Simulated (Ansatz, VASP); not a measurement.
This is a calculation of C for VASP 6.6.1. 

Contents of INCAR:

```
  PREC = Accurate
  ENCUT = 520
  EDIFF = 1E-6
  ISMEAR = 0
  SIGMA = 0.015
  LREAL = False
  LASPH = True
  NELM = 100
  ALGO = Normal
  ISIF = 2
  LWAVE = False
  LCHARG = True
  GGA = PE
  LELF = True
  LVHAR = True
  NBANDS = 11
```

The input KPOINTS:

```
Automatic mesh
0
Gamma
  13 13 13
```

Contents of POSCAR:

```
C
1.0
    0.0000000000      1.7833700000      1.7833700000
    1.7833700000      0.0000000000      1.7833700000
    1.7833700000      1.7833700000      0.0000000000
C
2
Direct
    0.7500000000      0.7500000000      0.7500000000
    0.5000000000      0.5000000000      0.5000000000
```

Potentials or basis: VASP PAW PBE potentials, release 64 (C).

Launch:

```console
$ cat potpaw_PBE.64/C/POTCAR > POTCAR
$ mpirun -np 1 vasp_std > vasp.out
```

Question: What does the same run look like in Ansatz 0.2.0? Potentials or basis there: Ansatz PAW, cutoff 420 eV.

Answer: As run (cutoffs and basis follow the program's own potentials, and thresholds, step limits or extra output files can differ):

File input.yaml:

```yaml
crystal:
  lattice:
    - [0.0, 1.78337, 1.78337]
    - [1.78337, 0.0, 1.78337]
    - [1.78337, 1.78337, 0.0]
  atoms:
    - { symbol: C, position: [0.75, 0.75, 0.75] }
    - { symbol: C, position: [0.5, 0.5, 0.5] }
hamiltonian:
  xc: pbe
  pseudopotentials: { kind: paw }
kpoints:
  mp_grid: { grid: [13, 13, 13] }
scf:
  occupations: { method: gaussian, width: 0.015 }
output:
  forces: true
  stress: true
  eigenvalues: true
```

Potentials or basis: Ansatz PAW.

Launch:

```console
$ ansatz run input.yaml --threads 2 --pin off --max-ram 5632MiB --backend cpu --events-out ev --progress --plain --runs-dir out
```

Both were run:

|  | VASP | Ansatz |
| --- | --- | --- |
| Pressure | 2.5 GPa | 1.8 GPa |

Ansatz's pressure holds a Pulay term of +1.04 GPa for its cutoff of 420 eV, which the other run lacks.

Where Ansatz's input types no cutoff or centring, it takes its own default and a Γ-centred mesh.

Pressure is positive in compression.
